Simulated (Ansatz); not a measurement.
Geometry optimisation in Ansatz: input, command and trajectory.

```yaml
crystal:
  lattice:
    - [-4.0892560448, -4.0892560448, 5.782462642]
    - [-4.0892560448, 4.0892560448, -5.782462642]
    - [4.0892560448, -4.0892560448, -5.782462642]
  atoms:
    - { symbol: Al, position: [0.2474171045, 0.3778027146, 0.1271893527] }
    - { symbol: Al, position: [0.7468254589, 0.3754941045, 0.1242860967] }
    - { symbol: Al, position: [0.2500717133, 0.8764876363, 0.1244460307] }
    - { symbol: Al, position: [0.7514445009, 0.8758218994, 0.1293584673] }
    - { symbol: Al, position: [0.2501878826, 0.3769958701, 0.6292204928] }
    - { symbol: Al, position: [0.7517828435, 0.3754614086, 0.6258335333] }
    - { symbol: Al, position: [0.2514598457, 0.8756418316, 0.6256918127] }
    - { symbol: Al, position: [0.7552795422, 0.878758434, 0.6324666468] }
    - { symbol: Al, position: [0.2511458311, 0.1238578198, 0.3720251728] }
    - { symbol: Al, position: [0.7471008253, 0.1205876433, 0.3753553936] }
    - { symbol: Al, position: [0.2512785969, 0.6256219603, 0.3788328025] }
    - { symbol: Al, position: [0.7488978443, 0.6221302543, 0.3772219642] }
    - { symbol: Al, position: [0.2479983153, 0.1263308721, 0.8718076621] }
    - { symbol: Al, position: [0.7547628364, 0.1281874625, 0.873263686] }
    - { symbol: Al, position: [0.2482321292, 0.6217913486, 0.8727421751] }
    - { symbol: Cu, position: [0.7502667785, 0.6279252218, 0.8760043495] }
    - { symbol: Cu, position: [0.4994518259, 0.2495097916, 0.2500472661] }
    - { symbol: Cu, position: [0.0085862298, 0.2571372453, 0.2541197519] }
    - { symbol: Al, position: [0.4945790792, 0.7463382034, 0.2467951515] }
    - { symbol: Cu, position: [0.9978095083, 0.7483189443, 0.2524076679] }
    - { symbol: Cu, position: [0.4984575235, 0.2486985345, 0.750495902] }
    - { symbol: Cu, position: [0.9984736064, 0.2437558023, 0.7502582282] }
    - { symbol: Cu, position: [0.4989427481, 0.7468853077, 0.7478863246] }
    - { symbol: Cu, position: [0.995289295, 0.7496863976, 0.7479737533] }
  symmetry: { detect: false }
basis:
  ecutwfc: 420
kpoints:
  mp_grid: { grid: [2, 2, 2], shift: [0.5, 0.5, 0.5] }
hamiltonian:
  xc: pbe
scf:
  occupations: { method: gaussian, width: 0.1 }
  lower_state_search: "off"
output:
  forces: true
  stress: true
  eigenvalues: true
relax:
  adjacent_minimum: "off"
  f_tol: 0.04
  max_steps: 50
  cell: { stress_tol: 0.3 }
```

```bash
ansatz run input.yaml --threads 4 --pin off --max-ram 9216MiB --backend cpu --events-out ev --progress --plain --runs-dir out
```

Level of theory: DFT PBE, scalar-relativistic, plane waves, PAW (Ansatz).

Of 7 frames 7 are shown, positions in Å and forces in eV/Å; the SCF threshold varies from step to step. Steps run on the plane waves of an earlier cell, with a Pulay correction in the pressure. The basis is chosen afresh for the last frame, the zero of the energies, and at times for earlier ones too; energy and pressure can step there, also at an unchanged geometry. Where two frames share a geometry here, they differ by under 2 meV/atom and 0.3 GPa. The mark taken_back stands on steps that the optimiser undid.

```xyz
24
Lattice="-4.0893 -4.0893 5.7825 -4.0893 4.0893 -5.7825 4.0893 -4.0893 -5.7825" Properties=species:S:1:pos:R:3:forces:R:3 pbc="T T T" step=1 free_energy_over_end_meV_per_atom=53.69 pressure_GPa=2.34
Al   -2.0366    0.0131   -1.4894    0.9345   -0.1245    0.9402
Al   -4.0812   -2.0267    1.4285   -0.1403   -0.0057    0.2217
Al   -4.0979    2.0527   -4.3418    0.2736    1.0906   -0.5660
Al   -6.1253   -0.0204   -1.4672   -0.9838    0.1112    0.8079
Al    0.0083   -2.0545   -4.3717   -0.1255   -0.1129    0.3615
Al   -2.0504   -4.0981   -1.4428    0.0637   -0.0002   -0.3314
Al   -2.0504   -0.0062   -7.2273    0.0857   -0.0552   -0.1973
Al   -4.0957   -2.0814   -4.3712    0.3549   -0.6838   -0.2282
Al   -0.0122   -2.0418   -1.4152    0.0238    0.0400   -0.2938
Al   -2.0133   -4.0969    1.4523   -1.0567    0.0471   -0.5051
Al   -2.0367   -0.0184   -4.3552    0.7820    0.1299   -0.6311
Al   -4.0639   -2.0609   -1.4482   -0.0060   -0.6508    0.4665
Al    2.0343   -4.0626   -4.3377    0.1032   -0.2658    0.2027
Al   -0.0396   -6.1332   -1.4265    0.2800   -0.1239   -0.3241
Al    0.0111   -2.0413   -7.2067    0.0225    0.9139    0.4445
Cu   -2.0536   -4.0825   -4.3580    0.0762   -0.0902    0.0953
Cu   -2.0402   -2.0446   -0.0006   -0.0278    0.0080    0.0599
Cu   -0.0475   -0.0228   -2.9067    0.5203    0.1346   -0.0048
Al   -4.0652    0.0203   -2.8829   -0.3042   -0.2927   -0.2275
Cu   -6.1082   -2.0524   -0.0169   -0.1615   -0.0110    0.0454
Cu    0.0137   -4.0903   -2.8955   -0.1154    0.0225    0.1237
Cu   -2.0118   -6.1542    0.0258   -0.3174    0.2168   -0.2258
Cu   -2.0362   -2.0444   -5.7583   -0.1097   -0.0564   -0.4001
Cu   -4.0770   -4.0630   -2.9049   -0.1721   -0.2416    0.1660
24
Lattice="-4.0977 -4.0878 5.8659 -4.1052 4.0923 -5.8679 4.1023 -4.0877 -5.8626" Properties=species:S:1:pos:R:3:forces:R:3 pbc="T T T" step=2 free_energy_over_end_meV_per_atom=24.99 pressure_GPa=0.25
Al   -1.9755   -0.0002   -1.4473    0.1080   -0.0390    0.4066
Al   -4.1130   -2.0227    1.4620   -0.1214    0.1870    0.0687
Al   -4.0921    2.1510   -4.4637    0.2566    0.2898   -0.2096
Al   -6.2299   -0.0032   -1.4142   -0.1261    0.0479    0.3298
Al   -0.0050   -2.0685   -4.4009   -0.1188   -0.2590    0.0990
Al   -2.0435   -4.0953   -1.4997    0.1746   -0.0021   -0.1308
Al   -2.0553   -0.0047   -7.3564   -0.0697   -0.0138   -0.0540
Al   -4.0795   -2.1475   -4.4716    0.2704   -0.1378   -0.0679
Al   -0.0177   -2.0418   -1.4630    0.0662   -0.1617   -0.1158
Al   -2.1132   -4.0901    1.4307   -0.2204    0.0063   -0.1974
Al   -1.9706   -0.0037   -4.4616    0.0692    0.0565   -0.2895
Al   -4.0822   -2.1139   -1.4206   -0.0299   -0.0372    0.1733
Al    2.0474   -4.0789   -4.3772   -0.1093   -0.1046    0.1081
Al   -0.0176   -6.1395   -1.4645    0.1504    0.1095   -0.1212
Al    0.0175   -1.9605   -7.2707    0.0060    0.1476    0.1961
Cu   -2.0483   -4.0810   -4.4083    0.0528   -0.0425    0.0369
Cu   -2.0489   -2.0513    0.0033   -0.0008    0.0106    0.0333
Cu   -0.0246   -0.0153   -2.9433    0.2536    0.0895   -0.0058
Al   -4.0995    0.0274   -2.9320   -0.1688   -0.1577   -0.1041
Cu   -6.1392   -2.0504   -0.0237   -0.0630   -0.0568    0.0110
Cu    0.0154   -4.0961   -2.9295   -0.0099    0.0252    0.0760
Cu   -2.0204   -6.1455    0.0242   -0.1763    0.1447   -0.1225
Cu   -2.0358   -2.0370   -5.8586   -0.0452    0.0377   -0.2393
Cu   -4.0889   -4.0662   -2.9361   -0.1484   -0.1400    0.1191
24
Lattice="-4.0654 -4.0202 6.0851 -4.0437 4.0219 -6.0685 4.0671 -4.0137 -6.0793" Properties=species:S:1:pos:R:3:forces:R:3 pbc="T T T" step=3 free_energy_over_end_meV_per_atom=5.83 pressure_GPa=-0.09
Al   -1.9180   -0.0107   -1.4240   -0.2540    0.0548    0.0443
Al   -4.1023   -1.9535    1.5313   -0.1493    0.2502   -0.0365
Al   -3.9807    2.1847   -4.6737    0.1352   -0.0123   -0.0042
Al   -6.1931    0.0063   -1.3810    0.2638   -0.0625    0.1222
Al   -0.0280   -2.0780   -4.5362   -0.1597   -0.2092   -0.0897
Al   -1.9885   -4.0218   -1.5768    0.0272   -0.0032   -0.0245
Al   -2.0239   -0.0032   -7.6368   -0.0636    0.0309    0.0913
Al   -3.9727   -2.1690   -4.6615    0.1288    0.0089   -0.0009
Al   -0.0119   -2.0251   -1.5388    0.0820   -0.1396    0.0414
Al   -2.1674   -4.0162    1.4404    0.1788   -0.0408   -0.1200
Al   -1.9067    0.0079   -4.6723   -0.2066   -0.0427   -0.0174
Al   -4.0399   -2.1006   -1.4057   -0.0001    0.1569    0.0208
Al    2.0181   -4.0215   -4.5016   -0.0572    0.0221   -0.0521
Al    0.0027   -6.0202   -1.5301   -0.0061    0.1488    0.0463
Al    0.0377   -1.8933   -7.4835    0.0057   -0.1871    0.0802
Cu   -2.0130   -4.0118   -4.5476    0.0642   -0.0097   -0.0010
Cu   -2.0212   -2.0182    0.0218    0.0276    0.0346   -0.0464
Cu    0.0012   -0.0037   -3.0458   -0.0529    0.0117    0.0397
Al   -4.0692    0.0196   -3.0475    0.0597   -0.0592    0.0297
Cu   -6.0773   -2.0219   -0.0218    0.0279   -0.0659   -0.1088
Cu    0.0174   -4.0276   -3.0205   -0.0190    0.0088    0.0462
Cu   -2.0081   -6.0301    0.0304   -0.0043    0.0021   -0.0515
Cu   -1.9959   -1.9947   -6.0976   -0.0082    0.1084   -0.0728
Cu   -4.0448   -4.0111   -3.0053   -0.0197   -0.0060    0.0640
24
Lattice="-3.9901 -3.9212 6.3504 -3.9894 3.9188 -6.3516 3.9877 -3.9230 -6.3534" Properties=species:S:1:pos:R:3:forces:R:3 pbc="T T T" step=4 free_energy_over_end_meV_per_atom=10.37 pressure_GPa=-0.19 taken_back
Al   -1.9040   -0.0083   -1.4406   -0.2252    0.0577   -0.2863
Al   -4.0883   -1.8453    1.5822    0.0588   -0.0708   -0.0189
Al   -3.8668    2.1861   -4.9448   -0.2173   -0.2195    0.1730
Al   -6.0909    0.0021   -1.3811    0.2475   -0.0679   -0.3527
Al   -0.0966   -2.0916   -4.7543    0.0389    0.1276   -0.0718
Al   -1.9529   -3.9279   -1.6761   -0.1188   -0.0012    0.1294
Al   -2.0119   -0.0075   -7.9977    0.0256    0.0226   -0.0551
Al   -3.8673   -2.1774   -4.9218   -0.1922    0.1654    0.0993
Al   -0.0047   -1.9967   -1.6141    0.0065    0.1037    0.0557
Al   -2.1643   -3.9238    1.4340    0.1940   -0.0231    0.1873
Al   -1.8851    0.0039   -4.9381   -0.2104   -0.0715    0.2851
Al   -3.9739   -2.0541   -1.4300    0.1097    0.2127   -0.1762
Al    1.9669   -3.9345   -4.6855    0.1006    0.0504   -0.0012
Al    0.0083   -5.8613   -1.6008   -0.1156   -0.0640    0.0367
Al    0.0255   -1.8662   -7.7748    0.0746   -0.2671   -0.1603
Cu   -1.9728   -3.9287   -4.7647    0.0379    0.0218   -0.0020
Cu   -1.9776   -1.9584    0.0161    0.0333   -0.0154    0.0680
Cu   -0.0104   -0.0002   -3.1774   -0.0353   -0.0091   -0.0653
Al   -4.0245    0.0030   -3.2194    0.0255    0.0292    0.0213
Cu   -5.9770   -1.9912   -0.0657    0.0336   -0.0666   -0.0020
Cu   -0.0005   -3.9339   -3.1430    0.0524   -0.0094   -0.0587
Cu   -1.9773   -5.8932    0.0163    0.0751   -0.0211    0.1170
Cu   -1.9800   -1.9377   -6.4182    0.0000    0.0950    0.1505
Cu   -3.9818   -3.9314   -3.1273    0.0008    0.0206   -0.0727
24
Lattice="-4.0450 -4.0030 6.2181 -3.9550 3.9259 -6.2090 3.9678 -3.9249 -6.2174" Properties=species:S:1:pos:R:3:forces:R:3 pbc="T T T" step=5 free_energy_over_end_meV_per_atom=3.03 pressure_GPa=0.27
Al   -1.9433   -0.0031   -1.4726    0.0614   -0.0897    0.0168
Al   -4.1044   -1.9239    1.5500    0.0047    0.0727    0.0172
Al   -3.8732    2.1044   -4.7849   -0.0574    0.1414   -0.0292
Al   -6.0478   -0.0665   -1.4005   -0.1097    0.0352    0.0596
Al   -0.0938   -2.0751   -4.6571   -0.0298   -0.0773    0.0105
Al   -2.0041   -3.9801   -1.5501    0.0087   -0.0001   -0.1140
Al   -1.9884   -0.0318   -7.8144   -0.0855    0.0147   -0.0337
Al   -3.9227   -2.1923   -4.7744    0.0208   -0.1055   -0.0459
Al   -0.0253   -1.9736   -1.5782    0.0109   -0.1280    0.0313
Al   -2.1849   -3.9849    1.4324    0.0430    0.0116   -0.0537
Al   -1.9328   -0.0109   -4.7707    0.1297   -0.0685   -0.0697
Al   -4.0046   -2.0834   -1.4491    0.0840   -0.0604    0.0573
Al    1.9610   -3.9493   -4.5756   -0.0621   -0.0110    0.0035
Al   -0.0521   -5.9472   -1.5672   -0.0129    0.0716    0.0260
Al    0.0287   -1.9371   -7.6617   -0.0724    0.1339    0.0863
Cu   -2.0129   -3.9871   -4.6652    0.0030    0.0059   -0.0523
Cu   -2.0074   -1.9784    0.0242   -0.0029    0.0326    0.0058
Cu    0.0040    0.0047   -3.1223   -0.0783    0.0060   -0.0001
Al   -4.0371   -0.0396   -3.1517   -0.0003   -0.0034    0.0019
Cu   -6.0145   -2.0760   -0.0520    0.0325   -0.0049   -0.0230
Cu   -0.0495   -3.9680   -3.0687    0.0492    0.0234    0.0256
Cu   -2.0420   -5.9835    0.0328    0.0237   -0.0318    0.0314
Cu   -1.9998   -1.9771   -6.2612    0.0387    0.0205    0.0023
Cu   -4.0013   -4.0149   -3.0633    0.0009    0.0111    0.0461
24
Lattice="-4.0220 -3.9690 6.1860 -4.0206 3.9753 -6.1805 4.0284 -3.9755 -6.1861" Properties=species:S:1:pos:R:3:forces:R:3 pbc="T T T" step=6 free_energy_over_end_meV_per_atom=0.49 pressure_GPa=0.03
Al   -1.9430    0.0007   -1.4570   -0.0122    0.0185   -0.0199
Al   -4.1006   -1.8826    1.5423   -0.0302    0.0054   -0.0002
Al   -3.9272    2.1699   -4.7684    0.0142    0.0149   -0.0139
Al   -6.1020    0.0046   -1.3937   -0.0108   -0.0171   -0.0068
Al   -0.0751   -2.0909   -4.6358    0.0030    0.0021   -0.0041
Al   -1.9740   -3.9724   -1.5809   -0.0112   -0.0184   -0.0257
Al   -2.0125   -0.0060   -7.7799   -0.0167    0.0263   -0.0094
Al   -3.9174   -2.1669   -4.7587   -0.0167   -0.0247   -0.0081
Al   -0.0043   -1.9987   -1.5623    0.0298   -0.0122    0.0134
Al   -2.1452   -3.9674    1.4261    0.0121   -0.0185    0.0012
Al   -1.9270   -0.0007   -4.7610    0.0163    0.0143    0.0201
Al   -3.9926   -2.0540   -1.4310   -0.0022   -0.0014    0.0146
Al    2.0015   -3.9783   -4.5607    0.0029    0.0172    0.0037
Al    0.0056   -5.9482   -1.5537   -0.0212    0.0045    0.0074
Al    0.0344   -1.9210   -7.6080    0.0242    0.0052    0.0215
Cu   -1.9845   -3.9730   -4.6433    0.0086   -0.0140   -0.0158
Cu   -1.9945   -1.9686    0.0223    0.0016   -0.0019    0.0103
Cu   -0.0086    0.0012   -3.1048   -0.0046    0.0014   -0.0002
Al   -4.0515    0.0059   -3.1309    0.0048   -0.0073   -0.0150
Cu   -6.0210   -2.0136   -0.0528    0.0103   -0.0009   -0.0086
Cu    0.0005   -3.9770   -3.0587    0.0216   -0.0041    0.0194
Cu   -1.9871   -5.9745    0.0305    0.0036    0.0004    0.0067
Cu   -1.9901   -1.9594   -6.2308   -0.0122    0.0051   -0.0169
Cu   -3.9938   -3.9764   -3.0489   -0.0153    0.0051    0.0262
24
Lattice="-4.0220 -3.9690 6.1860 -4.0206 3.9753 -6.1805 4.0284 -3.9755 -6.1861" Properties=species:S:1:pos:R:3:forces:R:3 pbc="T T T" step=7 free_energy_over_end_meV_per_atom=0.00 pressure_GPa=0.07
Al   -1.9430    0.0007   -1.4570   -0.0119    0.0186   -0.0183
Al   -4.1006   -1.8826    1.5423   -0.0303    0.0055    0.0002
Al   -3.9272    2.1699   -4.7684    0.0142    0.0149   -0.0153
Al   -6.1020    0.0046   -1.3937   -0.0110   -0.0171   -0.0061
Al   -0.0751   -2.0909   -4.6358    0.0029    0.0021   -0.0037
Al   -1.9740   -3.9724   -1.5809   -0.0114   -0.0184   -0.0250
Al   -2.0125   -0.0060   -7.7799   -0.0165    0.0263   -0.0091
Al   -3.9174   -2.1669   -4.7587   -0.0167   -0.0248   -0.0095
Al   -0.0043   -1.9987   -1.5623    0.0298   -0.0120    0.0130
Al   -2.1452   -3.9674    1.4261    0.0122   -0.0185   -0.0005
Al   -1.9270   -0.0007   -4.7610    0.0164    0.0142    0.0187
Al   -3.9926   -2.0540   -1.4310   -0.0022   -0.0015    0.0160
Al    2.0015   -3.9783   -4.5607    0.0029    0.0173    0.0032
Al    0.0056   -5.9482   -1.5537   -0.0212    0.0043    0.0070
Al    0.0344   -1.9210   -7.6080    0.0243    0.0052    0.0230
Cu   -1.9845   -3.9730   -4.6433    0.0086   -0.0140   -0.0153
Cu   -1.9945   -1.9686    0.0223    0.0015   -0.0014    0.0102
Cu   -0.0086    0.0012   -3.1048   -0.0042    0.0015   -0.0004
Al   -4.0515    0.0059   -3.1309    0.0050   -0.0073   -0.0148
Cu   -6.0210   -2.0136   -0.0528    0.0101   -0.0010   -0.0084
Cu    0.0005   -3.9770   -3.0587    0.0210   -0.0040    0.0194
Cu   -1.9871   -5.9745    0.0305    0.0035    0.0002    0.0067
Cu   -1.9901   -1.9594   -6.2308   -0.0123    0.0049   -0.0167
Cu   -3.9938   -3.9764   -3.0489   -0.0145    0.0049    0.0259
```

Time: 79 s on 4 threads of Arm Neoverse V1, with other jobs on the host, peak memory 1.2 GiB.

The k mesh is coarse.